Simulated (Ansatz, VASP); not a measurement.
## SrTiO3: VASP beside Ansatz

```
Sr Ti O
1.0
     4.01361    0.00000    0.00000
     0.00000    4.01361    0.00000
     0.00000    0.00000    4.01361
Sr Ti O
1 1 3
Direct
  0.50000 0.50000 0.50000
  0.00000 0.00000 0.00000
  0.50000 0.00000 0.00000
  0.00000 0.50000 0.00000
  0.00000 0.00000 0.50000
```

Alike in both runs: task single point; functional PBE; k mesh 8 × 8 × 8; occupations gaussian, width 0.02 eV; no spin polarisation.

|  | VASP | Ansatz |
| --- | --- | --- |
| version | VASP 6.6.1 | Ansatz 0.2.0 |
| potentials or method | VASP PAW PBE potentials, release 64 (Sr_sv, Ti_sv, O) | scalar-relativistic, plane waves, PAW |
| plane-wave cutoff (eV) | 520 | 420 |
| valence electrons in the cell | 40 | 40 |

```csv
,VASP,Ansatz,Ansatz less VASP
gap on the k mesh at the Fermi level (eV),1.70,1.73,+0.028
least direct gap on the mesh (eV),2.09,2.11,+0.020
pressure (GPa),-8.2,-8.7,-0.54
```

With one functional, cell and mesh, what is left measures potentials, basis and numerics.

A k mesh can miss the band edges. Expect the measured gap to be larger: semilocal functionals such as PBE lack the derivative discontinuity.
